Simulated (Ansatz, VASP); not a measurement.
**BN in VASP and in Ansatz**

File INCAR:

```
SYSTEM = BN
ALGO = Fast
EDIFF = 1E-7
ENCUT = 520
GGA = PE
ISIF = 2
ISMEAR = -1
LASPH = .TRUE.
LCHARG = .FALSE.
LREAL = Auto
LWAVE = .FALSE.
NBANDS = 46
NELM = 100
PREC = Accurate
SIGMA = 0.1551
```

File KPOINTS:

```
k-points
0
G
  6 6 6
  0 0 0
```

The input POSCAR:

```
BN
1.0
   -3.6971181333      3.6971181333      0.0000000000
    0.0000000000      3.6971181333     -3.6971181333
   -3.6971181333      0.0000000000     -3.6971181333
B N
8 8
Direct
    0.9969009310      0.5102525184      0.4996076084
    0.9955944731      0.0108805414      0.5104318663
    0.0223732060      0.4874244431      0.9931810937
    0.9714829950      0.0101521337      0.0033093706
    0.4973859013      0.5022838626      0.4869856470
    0.5136648825      0.0030971223      0.4922030034
    0.5041120090      0.4932152090      0.9890077130
    0.4915301447      0.9788312868      0.0146980434
    0.3601007309      0.8699376445      0.4013772091
    0.3748674755      0.3893278179      0.3632253074
    0.3830308491      0.8731727200      0.8635706720
    0.3902566654      0.3603508634      0.8678223352
    0.8873557710      0.8429775263      0.3959004946
    0.8658960228      0.3806958466      0.3606700086
    0.8732206078      0.9032713374      0.8610193107
    0.8706398001      0.3832474505      0.8945764972
```

Input for Ansatz:

```yaml
crystal:
  lattice:
    - [-3.6971181333, 3.6971181333, 0.0]
    - [0.0, 3.6971181333, -3.6971181333]
    - [-3.6971181333, 0.0, -3.6971181333]
  atoms:
    - { symbol: B, position: [0.996900931, 0.5102525184, 0.4996076084] }
    - { symbol: B, position: [0.9955944731, 0.0108805414, 0.5104318663] }
    - { symbol: B, position: [0.022373206, 0.4874244431, 0.9931810937] }
    - { symbol: B, position: [0.971482995, 0.0101521337, 0.0033093706] }
    - { symbol: B, position: [0.4973859013, 0.5022838626, 0.486985647] }
    - { symbol: B, position: [0.5136648825, 0.0030971223, 0.4922030034] }
    - { symbol: B, position: [0.504112009, 0.493215209, 0.989007713] }
    - { symbol: B, position: [0.4915301447, 0.9788312868, 0.0146980434] }
    - { symbol: "N", position: [0.3601007309, 0.8699376445, 0.4013772091] }
    - { symbol: "N", position: [0.3748674755, 0.3893278179, 0.3632253074] }
    - { symbol: "N", position: [0.3830308491, 0.87317272, 0.863570672] }
    - { symbol: "N", position: [0.3902566654, 0.3603508634, 0.8678223352] }
    - { symbol: "N", position: [0.887355771, 0.8429775263, 0.3959004946] }
    - { symbol: "N", position: [0.8658960228, 0.3806958466, 0.3606700086] }
    - { symbol: "N", position: [0.8732206078, 0.9032713374, 0.8610193107] }
    - { symbol: "N", position: [0.8706398001, 0.3832474505, 0.8945764972] }
basis:
  ecutwfc: 420
kpoints:
  mp_grid: { grid: [6, 6, 6] }
hamiltonian:
  xc: pbe
scf:
  occupations: { method: fermi_dirac, width: 0.1551 }
output:
  forces: true
  stress: true
  eigenvalues: true
  populations: true
```

Alike in both runs: task single point; functional PBE; k mesh 6 × 6 × 6; occupations fermi-dirac, width 0.1551 eV; no spin polarisation.

|  | VASP | Ansatz |
| --- | --- | --- |
| version | VASP 6.6.1 | Ansatz 0.2.0 |
| potentials or method | VASP PAW PBE potentials, release 64 (B, N) | scalar-relativistic, plane waves, PAW |
| plane-wave cutoff (eV) | 520 | 420 |
| valence electrons in the cell | 64 | 64 |

```csv
,VASP,Ansatz,Ansatz less VASP
gap on the k mesh at the Fermi level (eV),3.54,3.55,+0.009
least direct gap on the mesh (eV),3.54,3.55,+0.009
pressure (GPa),-15.1,-15.2,-0.05
largest component of the traceless stress (GPa),1.07,1.05,-0.018
rms of the force components (eV/Å),1.699,1.693,-0.0069
```

Atom by atom the forces differ by 0.009 eV/Å (rms over components).

Caveats: so large a pressure means that the cell lies far from this level's equilibrium, or that cutoff or potentials fall short (VASP); forces of over 1 eV/Å show positions far from the minimum, so gaps and moduli don't describe the material at rest. As with any semilocal functional, this PBE gap is likely too small. A k mesh can miss the band edges.
